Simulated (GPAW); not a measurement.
# ZrB2 (P6/mmm) in GPAW: single point with PBE+U

Aim: the single point of ZrB2 with PBE+U.

Everything below comes from runs of GPAW 26.7.0. Logs are shortened: lines on timing, memory, paths and dates and some standing lists are left out, and cuts for length are marked. The log counts tension as positive stress, the text compression.

**1. Starting point**

The structure is hexagonal, space group P6/mmm (No. 191). Conventional cell: a = 3.170 Å, b = 3.170 Å, c = 3.533 Å, α = 90.00°, β = 90.00°, γ = 120.00°. Zr (site symmetry 6/mmm) is surrounded by 12 B at 2.54 Å. Around B (site symmetry -6m2) lie 3 B at 1.83 Å.

**2. Single point, PBE+U**

File run.py:

```python
from ase.dft.bandgap import bandgap
from ase.io import read, write
from ase.units import GPa
from gpaw import GPAW, PW

atoms = read('ZrB2.xyz')

calc = GPAW(mode=PW(650),
            xc='PBE',
            kpts={'size': (8, 8, 6), 'gamma': True},
            occupations={'name': 'fermi-dirac', 'width': 0.01},
            setups={'Zr': ':d,3.0'},
            nbands=20,
            convergence={'density': 1e-05, 'energy': 1e-05},
            maxiter=150,
            txt='gpaw.txt')
atoms.calc = calc
energy = atoms.get_potential_energy()
forces = atoms.get_forces()
stress = atoms.get_stress()
calc.write('gs.gpw')
write('result.traj', atoms)
print(f'Energy: {energy:.6f} eV')
print('Forces (eV/A):')
print(forces.round(4))
print('Stress (GPa):', (stress / GPa).round(3))
print('Fermi level:', round(calc.get_fermi_level(), 4), 'eV')
print(f'Gap: {bandgap(calc)[0]:.4f} eV, direct: {bandgap(calc, direct=True)[0]:.4f} eV')
```

File ZrB2.xyz:

```xyz
3
Lattice="3.1700000000 0.0000000000 0.0000000000 -1.5850000000 2.7453005300 0.0000000000 0.0000000000 0.0000000000 3.5330000000" Properties=species:S:1:pos:R:3 pbc="T T T"
Zr     0.0000000000      0.0000000000      0.0000000000
B      1.5850000002      0.9151001766      1.7665000000
B     -0.0000000002      1.8302003534      1.7665000000
```

Potentials or basis: GPAW PAW data sets (gpaw-data 1.2.1), pw.

On the command line:

```console
> OMP_NUM_THREADS=1 python run.py
```

gpaw.txt:

```text
__  _  _
 | _ |_)|_||  |
 |__||  | ||/\| - 26.7.0

Input parameters:
  mode=PW(ecut=650.0),
  convergence={'density': 1e-05, 'energy': 1e-05},
  kpts=MonkhorstPack(size=(8, 8, 6), gamma=True),
  maxiter=150,
  nbands=20,
  occupations=Occupations(name='fermi-dirac', width=0.01),
  setups={'Zr': ':d,3.0'},
  xc=XC(name='PBE')

Diagonalizing LCAO Hamiltonian
Converting LCAO to pw mode

         B  B

       Zr

Atoms  # Å, Bohr magnetons
|   | symbol |         x |        y |        z |    initial magnetic moments |
|---|--------|-----------|----------|----------|-----------------------------|
| 0 |     Zr |  0.000000 | 0.000000 | 0.000000 | ( 0.0000,  0.0000,  0.0000) |
| 1 |      B |  1.585000 | 0.915100 | 1.766500 | ( 0.0000,  0.0000,  0.0000) |
| 2 |      B | -0.000000 | 1.830200 | 1.766500 | ( 0.0000,  0.0000,  0.0000) |

Unit cell  # Å
| periodic |         x |        y |        z |  lengths |     angles |
|----------|-----------|----------|----------|----------|------------|
|      yes |  3.170000 | 0.000000 | 0.000000 | 3.170000 |  90.000000 |
|      yes | -1.585000 | 2.745301 | 0.000000 | 3.170000 |  90.000000 |
|      yes |  0.000000 | 0.000000 | 3.533000 | 3.533000 | 120.000000 |

Number of symmetries: 24
Symmetry operations  # r_c * U_cc + t_c -> r_c
|    | kind |            matrix            |
|----|------|------------------------------|
|  0 |  σ   |  1, 1, 0,  0,-1, 0,  0, 0, 1 |
|  1 |  C2  |  1, 1, 0,  0,-1, 0,  0, 0,-1 |
|  2 |  C6  |  1, 1, 0, -1, 0, 0,  0, 0, 1 |
|  3 |  S6  |  1, 1, 0, -1, 0, 0,  0, 0,-1 |
|  4 |  E   |  1, 0, 0,  0, 1, 0,  0, 0, 1 |
|  5 |  σ   |  1, 0, 0,  0, 1, 0,  0, 0,-1 |
|  6 |  σ   |  1, 0, 0, -1,-1, 0,  0, 0, 1 |
|  7 |  C2  |  1, 0, 0, -1,-1, 0,  0, 0,-1 |
|  8 |  σ   |  0, 1, 0,  1, 0, 0,  0, 0, 1 |
|  9 |  C2  |  0, 1, 0,  1, 0, 0,  0, 0,-1 |
| 10 |  C3  |  0, 1, 0, -1,-1, 0,  0, 0, 1 |
| 11 |  S3  |  0, 1, 0, -1,-1, 0,  0, 0,-1 |
| 12 |  C6  |  0,-1, 0,  1, 1, 0,  0, 0, 1 |
| 13 |  S6  |  0,-1, 0,  1, 1, 0,  0, 0,-1 |
| 14 |  σ   |  0,-1, 0, -1, 0, 0,  0, 0, 1 |
| 15 |  C2  |  0,-1, 0, -1, 0, 0,  0, 0,-1 |
| 16 |  σ   | -1, 0, 0,  1, 1, 0,  0, 0, 1 |
| 17 |  C2  | -1, 0, 0,  1, 1, 0,  0, 0,-1 |
| 18 |  C2  | -1, 0, 0,  0,-1, 0,  0, 0, 1 |
| 19 |  i   | -1, 0, 0,  0,-1, 0,  0, 0,-1 |
| 20 |  C3  | -1,-1, 0,  1, 0, 0,  0, 0, 1 |
| 21 |  S3  | -1,-1, 0,  1, 0, 0,  0, 0,-1 |
| 22 |  σ   | -1,-1, 0,  0, 1, 0,  0, 0, 1 |
| 23 |  C2  | -1,-1, 0,  0, 1, 0,  0, 0,-1 |

BZ-sampling:
  Number of BZ points: 384
  Number of IBZ points: 40

  Monkhorst-Pack size: [8, 8, 6]
  Monkhorst-Pack shift: [0.0625, 0.0625, 0.08333333333333333]

K-points  # in reciprocal-cell coordinates
|     |                                coordinates |     weight |
|-----|--------------------------------------------|------------|
|   0 | (  0.00000000,   0.00000000,   0.00000000) | 0.00260417 |
|   1 | (  0.00000000,   0.00000000,   0.16666667) | 0.00520833 |
|   2 | (  0.00000000,   0.00000000,   0.33333333) | 0.00520833 |
|   3 | (  0.00000000,   0.00000000,   0.50000000) | 0.00260417 |
|   4 | (  0.12500000,   0.00000000,   0.00000000) | 0.01562500 |
|   5 | (  0.12500000,   0.00000000,   0.16666667) | 0.03125000 |
|   6 | (  0.12500000,   0.00000000,   0.33333333) | 0.03125000 |
|   7 | (  0.12500000,   0.00000000,   0.50000000) | 0.01562500 |
|   8 | (  0.25000000,  -0.12500000,   0.00000000) | 0.01562500 |
|   9 | (  0.25000000,  -0.12500000,   0.16666667) | 0.03125000 |
| ... |                                            |            |
|  39 | (  0.50000000,   0.50000000,   0.50000000) | 0.00781250 |

Plane wave coefficients: 1202
Cutoff: 650.0 eV

Spin-components: 1 (collinear spins)
Bands:           20
Projectors:      16
Spin-degeneracy: 2
Datatype:        complex128

Density:
  Valence electrons: 18.0
  Components: 1
  Grid points: [20 20 21]
  Charge: 0.0  # |e|

Potential:
  Grid points: [20 20 21]

species:
  Zr:
    name:    Zirconium
    Z:       40.0
    valence: 12
    core:    28
    charge:  0.0  # [|e|]
    Hubbard: {U: 3.0,  # eV
              l: 2,
              scale: True}
    compensation charges:
      type: gauss
      rc: 0.40  # [Å]
      lmax: 2
    cutoffs:
      filter: 2.39  # [Å]
      core: 1.59  # [Å]
    projectors
    | kind |    occ | energy [eV] | rcut [Å] |
    |------|--------|-------------|----------|
    |   4s |  2.000 |     -54.478 |    1.323 |
    |   5s |  2.000 |      -4.438 |    1.323 |
    |   4p |  6.000 |     -32.467 |    1.334 |
    |   5p |  0.000 |      -1.470 |    1.334 |
    |   4d |  2.000 |      -3.600 |    1.244 |
    |    d |        |      23.611 |    1.244 |

    Using partial waves for Zr as LCAO basis

  B:
    name:    Boron
    Z:       5.0
    valence: 3
    core:    2
    charge:  0.0  # [|e|]
    compensation charges:
      type: gauss
      rc: 0.20  # [Å]
      lmax: 2
    cutoffs:
      filter: 1.14  # [Å]
      core: 1.38  # [Å]
    projectors
    | kind |    occ | energy [eV] | rcut [Å] |
    |------|--------|-------------|----------|
    |   2s |  2.000 |      -9.443 |    0.635 |
    |   2p |  1.000 |      -3.606 |    0.635 |
    |    s |        |      17.768 |    0.635 |
    |    p |        |      23.605 |    0.635 |
    |    d |        |       0.000 |    0.635 |

    Using partial waves for B as LCAO basis

Reference energy: -99232.550370  # eV

eigensolver:
  PPCG
  Converge bands: occupied
  niter=2

density mixing:
  MSR1-Mixer
  Pratt-step length: 0.05
  Maximum mixing coefficient: 0.75
  Old densities: 10
  SVD Regularization: 0.005
  Good broyden scale: 1.0
  Trust region scale: 1.0
  Backstep threshold: 4.0
  History deletion threshold: 6.0
  Fourier metric: weight=20.0, sigma=0.015

occupation numbers:
  Fermi-Dirac:
    width: 0.0100  # eV

poisson solver:
  ecut: 5200.0  # eV

xc functional:
  name: PBE with 2 nearest neighbor stencil

convergence criteria:
- Maximum integral of absolute [dens]ity change: 1e-05 electrons / valence electron
- Maximum [total energy] change in last 3 cyles: 1e-05 eV / valence electron
- Maximum integral of absolute [eigenst]ate change: 4e-08 eV^2 / valence electron
maximum number of iterations: 150

SCF iterations
|iter     | |      energy | eigst |  dens |
|---------|-|-------------|-------|-------|
|iter:   1| |  -22.951504 | +0.26 |       |
|iter:   2| |  -22.548299 | -1.73 | -0.93 |
|iter:   3| |  -21.286933 | -0.92 | -0.98 |
|iter:   4| |  -21.292668 | -2.75 | -1.71 |
|iter:   5| |  -21.298728 | -3.55 | -2.04 |
|iter:   6| |  -21.298905 | -4.71 | -2.85 |
|iter:   7| |  -21.298913 | -6.54 | -3.82 |
|iter:   8| |  -21.298914c| -7.49c| -4.25 |
|iter:   9| |  -21.298914c| -8.22c| -4.97 |
|iter:  10| |  -21.298914c| -8.56c| -5.66c|

Converged in 10 steps
Energy contributions relative to reference atoms: (reference = -99232.550370)

Energy contributions:
  Kinetic:          16.511686
  Coulomb:         -16.036932
  Zero:              0.394294
  External:          0.000000
  Xc:              -22.167786
  Entropy:          -0.000351
  Spinorbit:         0.000000
  ----------------------------
  Free energy:     -21.299090
  Extrapolated:    -21.298914

dipole moment: (-5.780306, -10.011784, -12.884430)  # |e|*Ang

Fermi level: 12.590
Eigenvalues  # (at kpt = [0.000, 0.000, 0.000])
| band index |      eig [eV] | occ [0-2] |
|------------|---------------|-----------|
|          0 |       -37.166 |     2.000 |
|          1 |       -15.313 |     2.000 |
|          2 |       -14.767 |     2.000 |
|          3 |       -14.767 |     2.000 |
|          4 |        -0.629 |     2.000 |
|          5 |         9.683 |     2.000 |
[... 9 lines left out ...]
|         15 |        17.261 |     0.000 |
|         16 |        19.967 |     0.000 |
|        ... |               |           |
|         19 |        31.846 |     0.000 |

No gap
No difference between direct/indirect transitions

Forces  # eV/Ang
|        x |        y |       z |
|----------|----------|---------|
|  0.00000 |  0.00000 | 0.00000 |  # Zr   0
| -0.00000 |  0.00000 | 0.00000 |  # B    1
|  0.00000 | -0.00000 | 0.00000 |  # B    2

Stress tensor  # eV/Ang^3
|         x |         y |         z |
|-----------|-----------|-----------|
| -0.034844 | -0.000000 |  0.000000 |
|  0.000000 | -0.034844 |  0.000000 |
|  0.000000 |  0.000000 | -0.046799 |

# Writing to gs.gpw (mode='')
```

It took 14 s on 1 thread of AMD EPYC 7R13 (Zen 3), shared host; peak memory 0.16 GiB.

Results:

| Item | Value |
| --- | --- |
| Free energy | -21.2991 eV |
| Pressure | 6.2 GPa |
| Band gap on the k mesh | none (metal or under the smearing width) |

Caveat: the cutoff is short for stress and forces, so pressures can be off by a GPa or more; U without spin polarisation on a metal has little footing; the U is typed as a test and isn't derived for this compound.
